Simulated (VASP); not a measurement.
Runs of VASP 6.6.1 on CdF2. It takes space group Fm-3m (No. 225, cubic). The conventional cell has a = 5.388 Å, b = 5.388 Å, c = 5.388 Å, α = 90.00°, β = 90.00°, γ = 90.00°. Around Cd (site symmetry m-3m) lie 8 F at 2.33 Å. F (site symmetry -43m) is surrounded by 4 Cd at 2.33 Å. 

| level | potentials or basis | gap on the mesh (eV) | pressure (GPa) | relaxed volume (Å³/atom) |
| --- | --- | --- | --- | --- |
| PBE+D3(BJ) | VASP PAW PBE potentials, release 64 (Cd, F) | 2.95 | 0.0 | 13.52 |
| LDA | VASP PAW LDA potentials, release 64 (Cd, F) | (a) | 0.0 | (b) |
| r2SCAN | VASP PAW PBE potentials, release 64 (Cd, F) | (c) | 0.0 | 13.12 |
| PBE | VASP PAW PBE potentials, release 64 (Cd, F) | 2.88 | 0.0 | 13.78 |
| PBEsol | VASP PAW PBE potentials, release 64 (Cd, F) | 2.90 | 0.0 | 13.08 |

Alike in all rows: task relaxation of cell and atoms; no spin polarisation; cell relaxed; k mesh 10 × 10 × 10; cutoff (eV) 600; smearing gaussian 0.03 eV.

Q: Fill in the values left out.

A: (a) 2.96; (b) 12.48; (c) 3.74.

Caveats: the PAW data sets were made with another functional, which shifts forces and pressure a little (some runs).

A k mesh can miss the band edges, and the runs leave out spin-orbit coupling on Cd.

Not every run made on this cell is shown here.
